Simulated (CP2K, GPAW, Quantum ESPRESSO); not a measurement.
## BaZrO3: programs and potentials compared

```
Ba Zr O
1.0
     4.19134    0.00000    0.00000
     0.00000    4.19134    0.00000
     0.00000    0.00000    4.19134
Ba Zr O
1 1 3
Cartesian
  0.0000 0.0000 0.0000
  2.0957 2.0957 2.0957
  2.0957 2.0957 0.0000
  2.0957 0.0000 2.0957
  0.0000 2.0957 2.0957
```

Alike in all runs: task equation of state; functional LDA; k mesh 6 × 6 × 6; occupations fermi-dirac, width 0.05 eV; no spin polarisation; no spin-orbit coupling. LDA stands for any of its common fits.

```
                                                                         program and potentials  plane-wave cutoff (eV)         notes  equilibrium volume (Å³/atom)  bulk modulus (GPa)
CP2K, GTH_POTENTIALS Ba GTH-PADE-q10, Zr GTH-PADE-q12, O GTH-PADE-q6; TZVP-MOLOPT-PBE-GTH basis                       -  atomic basis                         14.30               175.4
                                                                 Quantum ESPRESSO, GBRV 1.5 LDA                     612             -                         14.34               175.7
                     GPAW, the program's PAW data sets (release 1.2.1) made for this functional                     800             -                         14.20               174.6
```

The equilibrium volume spans 14.20 (GPAW, the program's PAW data sets (release 1.2.1) made for this functional) to 14.34 Å³/atom (Quantum ESPRESSO, GBRV 1.5 LDA). The bulk modulus spans 174.6 (GPAW, the program's PAW data sets (release 1.2.1) made for this functional) to 175.7 GPa (Quantum ESPRESSO, GBRV 1.5 LDA). Rows in atomic bases carry the error of their basis and grid, which can be large.

The functional is the same throughout but for its coding, so the spread measures potentials, basis and numerics; runs on potential files found faulty are left out.
